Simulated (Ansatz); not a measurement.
Ga₂O₃ on the sites of the corundum structure (relaxed group R-3c) was relaxed with 3 functionals in Ansatz, cell and atoms free, the symmetry of the start kept (meshes: PBE 6×6×6, r2SCAN 6×6×6, PBEsol 6×6×6). The cell comes from a prototype generator: it can be a known phase or a hypothetical one. Spin polarisation is off.

The r2SCAN result:
```
Ga O
1.0
     2.49226    1.43891    4.48063
    -2.49226    1.43891    4.48063
     0.00000   -2.87782    4.48063
Ga O
4 6
Direct
  0.14459 0.14459 0.14459
  0.35541 0.35541 0.35541
  0.64459 0.64459 0.64459
  0.85541 0.85541 0.85541
  0.94638 0.55362 0.25000
  0.44638 0.75000 0.05362
  0.55362 0.25000 0.94638
  0.25000 0.94638 0.55362
  0.75000 0.05362 0.44638
  0.05362 0.44638 0.75000
```

The symmetry is R-3c (No. 167, trigonal); conventional cell a = 4.985 Å, c = 13.442 Å, 9.64 Å³ an atom. Ga has 6 O at 1.93–2.07 Å; O has 4 Ga at 1.93–2.07 Å.

**Question.** Order the functionals by the relaxed volume, smallest first.
A. PBE
B. r2SCAN
C. PBEsol

**Answer.** B (9.64 Å³/atom), C (9.71 Å³/atom), A (10.06 Å³/atom).

**Question.** How does the cell change with PBE?

**Answer.** a = 5.058 Å, c = 13.623 Å; the volume differs by +4.3 % from r2SCAN's. Ga has 6 O at 1.95–2.10 Å; O has 4 Ga at 1.95–2.10 Å.

**Question.** What lattice does PBEsol give?

**Answer.** a = 5.000 Å, c = 13.449 Å; the volume differs by +0.7 % from r2SCAN's. Around Ga lie 6 O at 1.93–2.08 Å; around O lie 4 Ga at 1.93–2.08 Å.

**Question.** Held at the r2SCAN cell, what mean stress does PBE find, and does its sign point to its own minimum?

**Answer.** Yes. PBE +9.42 GPa, and its relaxed volume is +4.3 % from r2SCAN's. Compression counts positive, so a positive stress asks for a larger cell.
